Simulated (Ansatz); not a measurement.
Set up this calculation in Ansatz 0.2.0, as the native input.

| Item | Value |
| --- | --- |
| Task | relaxation of cell and atoms |
| Functional | LDA |
| Potentials or basis | Ansatz PAW |
| Cutoff | 420 eV (not typed: the program's choice for these potentials) |
| k mesh | 6 × 6 × 4 |
| Occupations | fermi-dirac, width 0.05 eV |
| Spin | no spin polarisation |

The system is SiO2.

```xyz
12
Lattice="4.9756 0.0000 0.0000 0.0000 4.9756 0.0000 0.0000 0.0000 6.9009" Properties=species:S:1:pos:R:3 pbc="T T T"
Si    3.9966    3.9966    3.4504
Si    3.4668    1.5088    1.7252
Si    1.5088    3.4668    5.1757
Si    0.9790    0.9790    0.0000
O     3.7902    0.5492    2.9815
O     4.4263    1.1854    0.4690
O     0.5492    3.7902    3.9194
O     1.3024    1.9386    5.6446
O     1.1854    4.4263    6.4319
O     3.6732    3.0370    2.1942
O     1.9386    1.3024    1.2562
O     3.0370    3.6732    4.7067
```

The cell comes from a database or a generator and needn't be the stable form of this composition.

The input as run:

input.yaml

```yaml
crystal:
  lattice:
    - [4.97558882, 0.0, 0.0]
    - [0.0, 4.97558882, 0.0]
    - [0.0, 0.0, 6.90088944]
  atoms:
    - { symbol: Si, position: [0.80324656, 0.80324656, 0.5] }
    - { symbol: Si, position: [0.69675344, 0.30324656, 0.25] }
    - { symbol: Si, position: [0.30324656, 0.69675344, 0.75] }
    - { symbol: Si, position: [0.19675344, 0.19675344, 0.0] }
    - { symbol: O, position: [0.76175763, 0.11038707, 0.43204156] }
    - { symbol: O, position: [0.88961293, 0.23824237, 0.06795844] }
    - { symbol: O, position: [0.11038707, 0.76175763, 0.56795844] }
    - { symbol: O, position: [0.26175763, 0.38961293, 0.81795844] }
    - { symbol: O, position: [0.23824237, 0.88961293, 0.93204156] }
    - { symbol: O, position: [0.73824237, 0.61038707, 0.31795844] }
    - { symbol: O, position: [0.38961293, 0.26175763, 0.18204156] }
    - { symbol: O, position: [0.61038707, 0.73824237, 0.68204156] }
hamiltonian:
  xc: lda
  pseudopotentials: { kind: paw }
kpoints:
  mp_grid: { grid: [6, 6, 4] }
scf:
  occupations: { method: fermi_dirac, width: 0.05 }
output:
  forces: true
  stress: true
  eigenvalues: true
relax:
  f_tol: 0.01
  max_steps: 40
  cell: { stress_tol: 0.05 }
```

Potentials or basis: Ansatz PAW.

Run with:

```bash
$ ansatz run input.yaml --threads 4 --pin off --max-ram 11264MiB --backend cpu --events-out ev --progress --plain --runs-dir out
```

It gave:

| Item | Value |
| --- | --- |
| Relaxed volume | 14.03 Å³/atom |
| Relaxed cell | a = 4.948 Å, b = 4.948 Å, c = 6.878 Å, α = 90.00°, β = 90.00°, γ = 90.00° |
| Space group after relaxing (to 0.05 Å) | P4_32_12 (No. 96) |
| Energy gained by relaxing | 0.7 meV/atom |
| Ionic steps | 8 |
| Pressure after relaxing | 0.0 GPa |
| Band gap on the k mesh | 5.55 eV, direct |

Caveat: the plane-wave basis is chosen anew once the cell has moved, so the energies of steps on either side of that aren't comparable; the pressure holds a Pulay correction of +0.8 GPa for the finite cutoff; the PAW data sets come from PBE, with cores solved anew for the run's functional, which leaves a small shift of forces and pressure.

Wall time 77 s on 4 threads of Intel(R) Xeon(R) Processor @ 2.50GHz (Skylake/Cascade Lake), with other jobs on the host, peak memory 0.6 GiB.
